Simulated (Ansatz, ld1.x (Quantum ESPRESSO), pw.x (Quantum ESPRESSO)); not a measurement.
# pw.x on diamond Br: one setting changed

Potential: norm-conserving RRKJ (Kleinman–Bylander form), ld1.x (Quantum ESPRESSO) 7.5, PBE; core [Ar] 3d10, reference 4s2 4p5; waves: 4s (bound): rc 1.40 bohr; 4p (bound): rc 1.64 bohr; 4d channel at -0.1 Ry: rc 1.80 bohr; local part: all-electron potential smoothed inside 1.25 bohr (lloc = -2); core correction: none; rho0 0.005.

The reference run (k-mesh 8³, cutoffs 100/400 Ry, Fermi–Dirac 0.01 Ry, mixing_beta 0.4, conv_thr 1e-9, no spin) gives -0.07 GPa at 43.935 Å³/atom, where all-electron LAPW gives 0.00 GPa. This run, with its own iteration cap, changes mixing_mode to local-TF.

```
&control
  calculation='scf', prefix='x', pseudo_dir='./', outdir='./tmp', tstress=.true., disk_io='none'
/
&system
  ibrav=0, nat=2, ntyp=1, ecutwfc=100, ecutrho=400, nbnd=15,
  occupations='smearing', smearing='fd', degauss=0.01
/
&electrons
  conv_thr=1e-09, mixing_beta=0.4, electron_maxstep=60, mixing_mode='local-TF'
/
ATOMIC_SPECIES
Br 1.0 Br.UPF
CELL_PARAMETERS angstrom
  0.00000000 3.52860905 3.52860905
  3.52860905 0.00000000 3.52860905
  3.52860905 3.52860905 0.00000000
ATOMIC_POSITIONS crystal
Br 0.0000 0.0000 0.0000
Br 0.2500 0.2500 0.2500
K_POINTS automatic
8 8 8 0 0 0
```

```bash
pw.x < Br.scf.in > Br.scf.out
```

Problem. How does the run end?

Solution. It converges in 7 iterations; the free energy moves by +0.0 meV/atom and the pressure by +0.00 GPa. The result is that of the reference run.

```
Message from routine setup:
     using ibrav=0 with symmetry is DISCOURAGED, use correct ibrav instead
     lattice parameter (alat)  =       9.4301  a.u.
     unit-cell volume          =     592.9762 (a.u.)^3
     number of electrons       =        14.00
     number of Kohn-Sham states=           15
     kinetic-energy cutoff     =     100.0000  Ry
     charge density cutoff     =     400.0000  Ry
     scf convergence threshold =      1.0E-09
     Exchange-correlation= PBE
     number of k points=    29  Fermi-Dirac smearing, width (Ry)=  0.0100
     iteration #  1     ecut=   100.00 Ry     beta= 0.40
     c_bands:  1 eigenvalues not converged
     total energy              =     -53.60351901 Ry
     estimated scf accuracy    <       0.00040543 Ry
     iteration #  2     ecut=   100.00 Ry     beta= 0.40
     total energy              =     -53.60355778 Ry
     estimated scf accuracy    <       0.00020682 Ry
     iteration #  3     ecut=   100.00 Ry     beta= 0.40
     total energy              =     -53.60357537 Ry
     estimated scf accuracy    <       0.00000079 Ry
     iteration #  4     ecut=   100.00 Ry     beta= 0.40
     total energy              =     -53.60357596 Ry
     estimated scf accuracy    <       0.00000005 Ry
     iteration #  5     ecut=   100.00 Ry     beta= 0.40
     total energy              =     -53.60357598 Ry
     estimated scf accuracy    <       0.00000004 Ry
     iteration #  6     ecut=   100.00 Ry     beta= 0.40
     total energy              =     -53.60357598 Ry
     estimated scf accuracy    <          6.9E-09 Ry
     iteration #  7     ecut=   100.00 Ry     beta= 0.40
     the Fermi energy is    -0.0172 ev
!    total energy              =     -53.60357598 Ry
     estimated scf accuracy    <          4.0E-10 Ry
     smearing contrib. (-TS)   =      -0.01936185 Ry
     The total energy is F=E-TS. E is the sum of the following terms:
     one-electron contribution =     -15.21347426 Ry
     hartree contribution      =      11.45685637 Ry
     xc contribution           =     -10.24316921 Ry
     ewald contribution        =     -39.58442703 Ry
     convergence has been achieved in   7 iterations
          total   stress  (Ry/bohr**3)                   (kbar)     P=       -0.74
     Message from routine punch:
     Nothing written, as per user request (disk_io='none')
```

The run took about 48 s on one core of a shared host (Intel(R) Xeon(R) 6975P-C, 192 threads, 756 GiB, load 90).
